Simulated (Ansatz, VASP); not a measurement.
**Rh: VASP beside Ansatz**

The input INCAR:

```
SYSTEM = Rh
PREC = Accurate
ENCUT = 520
EDIFF = 1E-6
ISMEAR = -1
SIGMA = 0.05
LREAL = .False.
LASPH = .True.
NELM = 60
ALGO = Normal
ISIF = 2
LWAVE = .False.
LCHARG = .True.
GGA = PE
LELF = .True.
LVHAR = .True.
NBANDS = 14
```

Contents of KPOINTS:

```
regular mesh
0
Gamma
  17 17 17
  0 0 0
```

Contents of POSCAR:

```
Rh
1.0
    0.0000000000      1.8140109973      1.8140109973
    1.8140109973      0.0000000000      1.8140109973
    1.8140109973      1.8140109973      0.0000000000
Rh
1
Direct
    0.0000000000      0.0000000000      0.0000000000
```

Input for Ansatz:

```yaml
crystal:
  lattice:
    - [0.0, 1.8140109973, 1.8140109973]
    - [1.8140109973, 0.0, 1.8140109973]
    - [1.8140109973, 1.8140109973, 0.0]
  atoms:
    - { symbol: Rh, position: [0.0, 0.0, 0.0] }
kpoints:
  mp_grid: { grid: [17, 17, 17] }
scf:
  occupations: { method: fermi_dirac, width: 0.05 }
hamiltonian:
  xc: pbe
  pseudopotentials: { kind: paw }
output:
  forces: true
  stress: true
  eigenvalues: true
  populations: true
```

Change from the starting cell: volume scaled by 0.85, PAW files.

Alike in both runs: task single point; functional PBE; k mesh 17 × 17 × 17; occupations fermi-dirac, width 0.05 eV; no spin polarisation.

|  | VASP | Ansatz |
| --- | --- | --- |
| version | VASP 6.6.1 | Ansatz 0.2.0 |
| potentials or method | VASP PAW PBE potentials, release 64 (Rh_pv) | PAW with Ansatz's default frozen-core files, scalar-relativistic |
| plane-wave cutoff (eV) | 520 | 420 |
| valence electrons in the cell | 15 | 17 |

```tsv
	VASP	Ansatz	Ansatz less VASP
pressure (GPa)	63.5	63.3	-0.25
```

With one functional, cell and mesh, what is left measures potentials, basis and numerics. The two sets of potentials don't hold the same shells in valence.

Caveats: the cell as given lies far from equilibrium; so large a pressure means that the cell lies far from this level's equilibrium, or that cutoff or potentials fall short (VASP).
